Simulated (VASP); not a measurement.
**VASP 6.6.1 run: CdSe**

INCAR

```
IBRION = -1
NSW = 0
PREC = Accurate
IVDW = 20
ENCUT = 520
GGA = PE
LASPH = .TRUE.
ISMEAR = -1
SIGMA = 0.02
ISIF = 2
NBANDS = 16
NELM = 120
LREAL = .FALSE.
LCHARG = .FALSE.
LWAVE = .FALSE.
EDIFF = 1E-7
```

KPOINTS

```
KPOINTS created by Atomic Simulation Environment
0
Gamma
8 8 8
0 0 0
```

POSCAR

```
Cd Se
 1.0000000000000000
    -0.1534428726000000    3.0370493315000000    3.0370493315000000
     3.0370493315000000   -0.1534428726000000    3.0370493315000000
     3.0370493315000000    3.0370493315000000   -0.1534428726000000
 Cd  Se
   1   1
Cartesian
 -0.0295900251441788 -0.0295900251441788 -0.0295900251441788
  1.5097539727441787  1.5097539727441787  1.5097539727441789
```

The recommended PBE PAW datasets give the neutral cell 18 valence electrons.

Command

```
mpirun -np 1 vasp_std
```

OSZICAR

```
N       E                     dE             d eps       ncg     rms          rms(c)
DAV:   1     0.105968585108E+03    0.10597E+03   -0.85889E+03  2128   0.994E+02
DAV:   2    -0.178101549478E+01   -0.10775E+03   -0.10166E+03  2480   0.244E+02
DAV:   3    -0.584820368281E+01   -0.40672E+01   -0.40595E+01  2480   0.495E+01
DAV:   4    -0.586601703207E+01   -0.17813E-01   -0.17813E-01  2624   0.328E+00
DAV:   5    -0.586613093457E+01   -0.11390E-03   -0.11390E-03  2512   0.230E-01    0.535E+00
DAV:   6    -0.548996933701E+01    0.37616E+00   -0.57614E-01  3056   0.849E+00    0.435E+00
DAV:   7    -0.546899306623E+01    0.20976E-01   -0.13743E-01  2472   0.243E+00    0.193E+00
DAV:   8    -0.546975798117E+01   -0.76491E-03   -0.12050E-02  2352   0.129E+00    0.242E-01
DAV:   9    -0.546997967813E+01   -0.22170E-03   -0.13683E-03  2608   0.441E-01    0.514E-02
DAV:  10    -0.547005062819E+01   -0.70950E-04   -0.15166E-04  2608   0.146E-01    0.451E-02
DAV:  11    -0.547010348530E+01   -0.52857E-04   -0.86183E-05  2520   0.581E-02    0.177E-02
DAV:  12    -0.547010312169E+01    0.36361E-06   -0.18188E-06  2432   0.139E-02    0.699E-03
DAV:  13    -0.547010378428E+01   -0.66259E-06   -0.19911E-06  2440   0.726E-03    0.329E-03
DAV:  14    -0.547010380514E+01   -0.20859E-07   -0.46448E-08  2056   0.128E-03
   1 F= -.59822435E+01 E0= -.59822434E+01  d E =-.115700E-06
```

From OUTCAR

```
k-points           NKPTS =     65   k-points in BZ     NKDIM =     65   number of bands    NBANDS=     16

   NELECT =      18.0000    total number of electrons

   dimension x,y,z NGX =    32 NGY =   32 NGZ =   32
   dimension x,y,z NGXF=    64 NGYF=   64 NGZF=   64

  energy-cutoff  :      520.00
  volume of cell :       60.27
      direct lattice vectors                 reciprocal lattice vectors
    -0.153442873  3.037049332  3.037049332    -0.152654105  0.160777157  0.160777157
     3.037049332 -0.153442873  3.037049332     0.160777157 -0.152654105  0.160777157
     3.037049332  3.037049332 -0.153442873     0.160777157  0.160777157 -0.152654105

 k-points in reciprocal lattice and weights: KPOINTS created by Atomic Simulation Env
   0.00000000  0.00000000  0.00000000       0.002
   0.12500000  0.00000000 -0.00000000       0.012
   0.25000000  0.00000000 -0.00000000       0.012
   0.37500000 -0.00000000 -0.00000000       0.012
   0.50000000  0.00000000 -0.00000000       0.006
   0.12500000  0.12500000 -0.00000000       0.012
   0.25000000  0.12500000 -0.00000000       0.023
   0.37500000  0.12500000  0.00000000       0.023
   ...

 E-fermi :   0.7084

 k-point     1 :       0.0000    0.0000    0.0000
  band No.  band energies     occupation
      1     -11.7990      2.00000
      2      -7.3108      2.00000
      3      -7.3108      2.00000
      4      -7.2950      2.00000
      5      -7.0077      2.00000
      6      -7.0077      2.00000
      7       0.3322      2.00000
      8       0.3322      2.00000
      9       0.5081      1.99991
     10       0.9009      0.00013
     11       6.1181      0.00000
     12       6.1181      0.00000
     13       6.9444      0.00000
     14       9.9533      0.00000
     15      11.3644      0.00000
     16      11.3644      0.00000

 k-point     2 :       0.1250    0.0000   -0.0000
  band No.  band energies     occupation
      1     -11.7550      2.00000
      2      -7.2967      2.00000
      3      -7.2898      2.00000
      4      -7.2611      2.00000
      5      -7.0095      2.00000
      6      -7.0067      2.00000
      7      -0.8234      2.00000
      8       0.2294      2.00000
      9       0.4570      1.99999
     10       1.8471      0.00000
     11       6.0242      0.00000
     12       6.3302      0.00000
     13       7.0009      0.00000
     14      10.5465      0.00000
     15      10.5672      0.00000
     16      10.9763      0.00000

 k-point     3 :       0.2500    0.0000   -0.0000
  band No.  band energies     occupation
      1     -11.6473      2.00000
      2      -7.2652      2.00000
      3      -7.2614      2.00000
      4      -7.1267      2.00000
      5      -7.0107      2.00000
      6      -6.9998      2.00000
      7      -2.1463      2.00000
      8       0.0009      2.00000
      9       0.2366      2.00000
     10       2.6061      0.00000
     11       6.1773      0.00000
     12       6.7396      0.00000
     13       7.1829      0.00000
     14      10.1462      0.00000
     15      10.5176      0.00000
     16      10.8320      0.00000

 ...

  Total      -0.94699    -0.94699    -0.94699     0.41060     0.41060     0.41060
  in kB     -25.17494   -25.17494   -25.17494    10.91546    10.91546    10.91546
  external pressure =      -25.17 kB  Pullay stress =        0.00 kB

 POSITION                                       TOTAL-FORCE (eV/Angst)
 -----------------------------------------------------------------------------------
      5.89107      5.89107      5.89107        -0.014536     -0.014536     -0.014536
      1.50975      1.50975      1.50975         0.014536      0.014536      0.014536
 -----------------------------------------------------------------------------------
    total drift:                               -0.000422     -0.000422     -0.000422

  FREE ENERGIE OF THE ION-ELECTRON SYSTEM (eV)
  ---------------------------------------------------
  free  energy   TOTEN  =        -5.9822435042 eV

  energy  without entropy=       -5.9822433885  energy(sigma->0) =       -5.98224345
```

It converged. Results: gap between bands v and c on the k mesh 0.39 eV; least direct gap on the k mesh 0.39 eV; pressure -2.5 GPa; largest force 0.03 eV/Å. Band v is the last that the valence electrons fill when counted band by band, and c is the next.

For comparison, a separate PBE run of the intended cell, on usual settings and not on those above, gives a gap of 0.39 eV on its mesh and a pressure of -0.4 GPa.

The run above took about 40 s on one core of a shared host (Intel Xeon Platinum 8488C) and held 0.21 GiB at most.
